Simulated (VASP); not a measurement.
Input of a VASP 6.6.1 run:

Contents of INCAR:

```
  PREC = Accurate
  ENCUT = 520
  EDIFF = 1E-6
  ISMEAR = 1
  SIGMA = 0.1
  LREAL = False
  LASPH = True
  NELM = 60
  ALGO = Fast
  ISIF = 2
  LWAVE = False
  LCHARG = False
  GGA = PE
  NBANDS = 14
```

The input KPOINTS:

```
Automatic mesh
0
Gamma
  5 5 5
```

File POSCAR:

```
HfB
1.0
    0.0000000000      2.3100000000      2.3100000000
    2.3100000000      0.0000000000      2.3100000000
    2.3100000000      2.3100000000      0.0000000000
Hf B
1 1
Direct
    0.5000000000      0.5000000000      0.5000000000
    0.0000000000      0.0000000000      0.0000000000
```

Potentials or basis: VASP PAW PBE potentials, release 64 (Hf_pv, B).

The run is started by

```sh
$ cat potpaw_PBE.64/Hf_pv/POTCAR potpaw_PBE.64/B/POTCAR > POTCAR
$ mpirun -np 1 vasp_std > vasp.out
```

Q: Predict the band gap on the k mesh.

A: None (metal or under the smearing width).

Q: Estimate the pressure.

A: 31.6 GPa.

Caveat: the k mesh is coarse (spacing up to 0.47 Å⁻¹), so the values aren't converged; a pressure of tens of GPa on the cell as given is suspect, and the run, the potentials or the cell itself is likely at fault. The run has no spin-orbit coupling, so splittings on Hf are missing.
